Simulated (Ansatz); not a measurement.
# Rh(111) / 1 layer Pt(111) / Rh(111): resistance against film thickness, part 2 of 2

How does the resistance across the layers grow with the film in Rh(111) / 1 layer Pt(111) / Rh(111)?

Ansatz 0.2.0; Ansatz plane-wave DFT, PBE, PAW files; ballistic transport by layer matching (Landauer), zero bias; PAW set soft_1.

So far. Step 5 (With 7 layers, k-mesh 16×16×1, film layers 7): The conductance of the junction is 1.1e15 S/m², 2.5 % under the 1.1e15 S/m² of the last finished run, within the error estimates, leads' steps apart, of 2.7 and 2.5 %. The estimate from the leads' steps, 14 %, is larger still.

## Step 6: With 9 layers, k-mesh 16×16×1, film layers 9

The stack now holds 9 film layers; the k-mesh follows the cell, and the energies span -0.27 to 0.27 eV.

System of this step: Rh(111) / 9 layers Pt(111) / Rh(111). The cell holds 18 atoms: 9 Rh and 9 Pt. Its edges and angles: a = 2.689 Å, b = 2.689 Å, c = 41.432 Å, α = 90.0°, β = 90.0°, γ = 120.0°. It derives from Rh and Pt. Regions: lead, 9 atoms (9 Rh); films, 9 atoms (9 Pt). The structure is stacked along c, and the current runs across the ab planes.

File input.yaml:

```yaml
crystal:
  lattice:
    - [2.6891977995, 0.0, 0.0]
    - [-1.3445988998, 2.3289136102, 0.0]
    - [0.0, 0.0, 41.4316772484]
  atoms:
    - { symbol: Rh, position: [0.0, 0.0, 0.0264980922] }
    - { symbol: Rh, position: [0.3333333333, 0.6666666667, 0.0794942766] }
    - { symbol: Rh, position: [0.6666666667, 0.3333333333, 0.1324904611] }
    - { symbol: Rh, position: [0.0, 0.0, 0.1854866455] }
    - { symbol: Pt, position: [0.3333333333, 0.6666666667, 0.2410422011] }
    - { symbol: Pt, position: [0.6666666667, 0.3333333333, 0.2991571277] }
    - { symbol: Pt, position: [0.0, 0.0, 0.3572720544] }
    - { symbol: Pt, position: [0.3333333333, 0.6666666667, 0.4153869811] }
    - { symbol: Pt, position: [0.6666666667, 0.3333333333, 0.4735019078] }
    - { symbol: Pt, position: [0.0, 0.0, 0.5316168345] }
    - { symbol: Pt, position: [0.3333333333, 0.6666666667, 0.5897317611] }
    - { symbol: Pt, position: [0.6666666667, 0.3333333333, 0.6478466878] }
    - { symbol: Pt, position: [0.0, 0.0, 0.7059616145] }
    - { symbol: Rh, position: [0.3333333333, 0.6666666667, 0.7615171701] }
    - { symbol: Rh, position: [0.6666666667, 0.3333333333, 0.8145133545] }
    - { symbol: Rh, position: [0.0, 0.0, 0.8675095389] }
    - { symbol: Rh, position: [0.3333333333, 0.6666666667, 0.9205057234] }
    - { symbol: Rh, position: [0.6666666667, 0.3333333333, 0.9735019078] }
kpoints:
  mp_grid: { grid: [16, 16, 1] }
hamiltonian:
  xc: pbe
  pseudopotentials: { kind: paw, azcp: { folder: soft_1 } }
scf:
  occupations: { method: fermi_dirac, width: 0.1 }
output:
  transmission:
    leads: [[0, 1]]
    kmesh: [32, 32]
    e_range: [-0.27, 0.27]
    de: 0.036
  write_potential: true
  write_density: true
  volumetric_format: npy
```

Command:

```bash
> ansatz run input.yaml --threads 4 --pin off --max-ram 8192MiB --backend cpu --events-out ev --progress --plain --runs-dir out
```

It took 2 min on 4 threads of Arm Neoverse V1, shared host; peak memory 1.8 GiB; 6.9 min of CPU time.

This step gave:

- free energy: -170348.6655 eV
- energy at zero smearing: -170348.2368 eV
- Fermi energy: 22.93 eV
- step of the lead's potential: 3.4 meV
- estimated errors of the lead's conductance: 0, 3, 0.2 % (band edges, k-mesh, distance from neutral)
- lead conductance per cell: 1.798 G₀
- conductance of the junction: 1.10e15 S/m²
- junction conductance per cell: 0.8904 G₀
- estimated errors of the junction's conductance: 0.4, 0.8, 2.7, 2, 0.8 % (energy step, band edges, k-mesh, leads' steps, distance from neutral)
- area resistance that the stack adds (contact term taken off, spin by spin): 0.4583 fΩ m²

Per spin. Transmission, zone mean against energy, zero at the Fermi level:

| energy (eV) | transmission, zone mean |
| --- | --- |
| -0.270 | 1.08 |
| -0.234 | 1.00 |
| -0.198 | 0.991 |
| -0.162 | 1.00 |
| -0.126 | 0.981 |
| -0.090 | 0.978 |
| -0.054 | 0.914 |
| -0.018 | 0.905 |
| 0.018 | 0.886 |
| 0.054 | 0.844 |
| 0.090 | 0.857 |
| 0.126 | 0.863 |
| 0.162 | 0.822 |
| 0.198 | 0.780 |
| 0.234 | 0.724 |
| 0.270 | 0.705 |

The conductance of the junction is 1.1e15 S/m², 0.38 % under the 1.1e15 S/m² of the last finished run, within the error estimates, leads' steps apart, of 2.5 and 2.7 %.

## Step 7: The ladder

Times are for 4 threads of Arm Neoverse V1, shared host. The runs compared:

| no. | film layers | area resistance that the stack adds (contact term taken off, spin by spin) (fΩ m²) | conductance of the junction (S/m²) | time | memory (GiB) |
| --- | --- | --- | --- | --- | --- |
| 1 | 1 | 0.1496 | 1.67e15 | 1.7 min | 0.82 |
| 2 | 3 | 0.3645 | 1.23e15 | 64 s | 0.92 |
| 3 | 5 | 0.4324 | 1.13e15 | 83 s | 1.3 |
| 4 | 7 | 0.4546 | 1.11e15 | 89 s | 1.4 |
| 5 | 9 | 0.4583 | 1.10e15 | 2 min | 1.8 |

## Step 8: With 3 layers

The same run once more with an input made wrong on purpose.

This step: Ansatz plane-wave DFT, PBE, PAW files; ballistic transport by layer matching (Landauer), zero bias; changed: output.transmission.e_range = [-80, 80], output.transmission.de = 5, scf.max_iter = 60 (Ansatz 0.2.0).

System of this step: Rh(111) / 3 layers Pt(111) / Rh(111). The cell holds 12 atoms: 9 Rh and 3 Pt. Cell: a = 2.689 Å, b = 2.689 Å, c = 26.985 Å, α = 90.0°, β = 90.0°, γ = 120.0°. It derives from Rh and Pt. Regions: lead, 9 atoms (9 Rh); films, 3 atoms (3 Pt). The structure is stacked along c, and the current runs across the ab planes.

File input.yaml:

```yaml
crystal:
  lattice:
    - [2.6891977995, 0.0, 0.0]
    - [-1.3445988998, 2.3289136102, 0.0]
    - [0.0, 0.0, 26.9848839353]
  atoms:
    - { symbol: Rh, position: [0.0, 0.0, 0.0406842737] }
    - { symbol: Rh, position: [0.3333333333, 0.6666666667, 0.1220528212] }
    - { symbol: Rh, position: [0.6666666667, 0.3333333333, 0.2034213686] }
    - { symbol: Rh, position: [0.0, 0.0, 0.2847899161] }
    - { symbol: Pt, position: [0.3333333333, 0.6666666667, 0.3700880353] }
    - { symbol: Pt, position: [0.6666666667, 0.3333333333, 0.4593157263] }
    - { symbol: Pt, position: [0.0, 0.0, 0.5485434173] }
    - { symbol: Rh, position: [0.3333333333, 0.6666666667, 0.6338415365] }
    - { symbol: Rh, position: [0.6666666667, 0.3333333333, 0.7152100839] }
    - { symbol: Rh, position: [0.0, 0.0, 0.7965786314] }
    - { symbol: Rh, position: [0.3333333333, 0.6666666667, 0.8779471788] }
    - { symbol: Rh, position: [0.6666666667, 0.3333333333, 0.9593157263] }
kpoints:
  mp_grid: { grid: [16, 16, 1] }
hamiltonian:
  xc: pbe
  pseudopotentials: { kind: paw, azcp: { folder: soft_1 } }
scf:
  occupations: { method: fermi_dirac, width: 0.1 }
  max_iter: 60
output:
  transmission: { leads: [[0, 1]], kmesh: [32, 32], e_range: [-80, 80], de: 5 }
  write_potential: true
  write_density: true
  volumetric_format: npy
```

It took 0.05 s on 4 threads; peak memory 0.064 GiB.

The program refused the input before any cycle.

The program's message: “Error: inconsistent input (output.transmission.e_range, basis.ecutwfc): energies over 52 eV from the Fermi level are not served at this cutoff: ask for nearer ones, or raise it”

The change that led to it: output.transmission.e_range = [-80, 80] and output.transmission.de = 5.

## Step 9: Results

* area resistance, 1 layer: 0.150 fΩ m²
* area resistance, 3 layers: 0.365 fΩ m²
* area resistance, 5 layers: 0.432 fΩ m²
* area resistance, 7 layers: 0.455 fΩ m²
* area resistance, 9 layers: 0.458 fΩ m²

In words: The stack adds 0.15 fΩ m² with 1 layer and 0.46 fΩ m² with 9. From 3 to 9 layers it grows by 26 %; nothing scatters inside a perfect film, so this is no ohmic growth, and the error estimates, with the leads' steps, cover part of it. Atoms sit on ideal sites and aren't relaxed. Spin-orbit coupling is left out, which matters for Pt. Pt(111) is compressed by 3.0 % in plane to fit Rh(111).

[Logs are printed without paths, hosts, clocks, repeated set-up lines and the standing remarks that a program may print on its own settings, such as how far it seeks lower states.]

[Hosts, paths, dates, database ids (printed as entryN), source tags and the programs' standing remarks are cut or masked in the printed files.]
